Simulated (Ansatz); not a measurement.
**CrO2: magnetic states**

One table from this session's results is given with a row withheld; the runs are named, their logs left out.

Program: Ansatz 0.2.0. Level of theory: DFT PBE, scalar-relativistic, plane waves, PAW. These are calculated values, not measurements.

1 further run of the same task is left out (it didn't finish).

### The structure to begin with

Symmetry: P-3m1, No. 164, trigonal system. Conventional cell: a = 2.831 Å, b = 2.831 Å, c = 4.544 Å, α = 90.00°, β = 90.00°, γ = 120.00°. Cr (site symmetry -3m) has 6 O at 1.98 Å as nearest neighbours. O (site symmetry 3m) has 3 Cr at 1.98 Å as nearest neighbours.

Structure file:

```cif
data_structure
_symmetry_space_group_name_H-M 'P 1'
_symmetry_Int_Tables_number 1
_cell_length_a 2.8314
_cell_length_b 2.8314
_cell_length_c 4.5444
_cell_angle_alpha 90.000
_cell_angle_beta 90.000
_cell_angle_gamma 120.000
_cell_volume 31.55
loop_
_atom_site_label
_atom_site_type_symbol
_atom_site_fract_x
_atom_site_fract_y
_atom_site_fract_z
_atom_site_occupancy
Cr1 Cr 0.00000 0.00000 0.00000 1
O1 O 0.33333 0.66667 0.24584 1
O2 O 0.66667 0.33333 0.75416 1
```

This is a hypothetical structure, made by putting the elements on a prototype's sites.

The first run:

(A quick probe on a coarse mesh, which set the mesh and smearing, is not shown.)

input.yaml reads:

```yaml
crystal:
  lattice:
    - [2.8314, 0.0, 0.0]
    - [-1.4157, 2.4520643283, 0.0]
    - [0.0, 0.0, 4.5443900107]
  atoms:
    - { symbol: Cr, position: [0.0, 0.0, 0.0], spin: 1.94 }
    - { symbol: O, position: [0.3333333333, 0.6666666667, 0.2458404764] }
    - { symbol: O, position: [0.6666666667, 0.3333333333, 0.7541595236] }
basis:
  ecutwfc: 420
kpoints:
  mp_grid: { grid: [12, 12, 4] }
hamiltonian:
  xc: pbe
scf:
  occupations: { method: gaussian, width: 0.1 }
output:
  forces: true
  stress: true
  eigenvalues: true
  populations: true
magnetization:
  spin_polarized: true
relax:
  adjacent_minimum: "off"
  f_tol: 0.05
  max_steps: 80
  cell: { stress_tol: 0.5 }
```

Started as:

```sh
ansatz run input.yaml --threads 1 --pin off --max-ram 2560MiB --backend cpu --events-out ev --progress --plain --runs-dir out
```

Among the steps run: Coarse relaxation; The relaxation; Start: no spin polarisation; Start: ferromagnetic; Start: large parallel starting moments; Magnetic start: antiferromagnetic, doubled cell, propagation vector (0, 0, 1/2); Magnetic start: antiferromagnetic, doubled cell, propagation vector (0, 1/2, 0); Magnetic start: small parallel starting moments.

One table of the session follows, with a row left open; its other results are not shown here.

It belongs to the step «The magnetic starts in order of energy». 

| start | energy above the lowest (meV/atom) | pressure (GPa) |
| --- | --- | --- |
| ferromagnetic | 0.00 | 0.0 |
| large parallel starting moments | 0.00 | 0.0 |
| small parallel starting moments | 0.00 | 0.0 |
| antiferromagnetic, doubled cell, propagation vector (0, 0, 1/2) | 0.18 | 0.0 |
| antiferromagnetic, doubled cell, propagation vector (0, 1/2, 0) | ? | ? |
| no spin | 241 | -4.1 |

**Question.** Estimate the row for antiferromagnetic, doubled cell, propagation vector (0, 1/2, 0).

**Answer.** energy above the lowest (meV/atom): 49.8; pressure (GPa): -0.1. In the column «energy above the lowest (meV/atom)» it lies between antiferromagnetic, doubled cell, propagation vector (0, 0, 1/2) (0.18) and no spin (241).

Caveats from the session: Only these starts were tried, so a lower state is not ruled out.
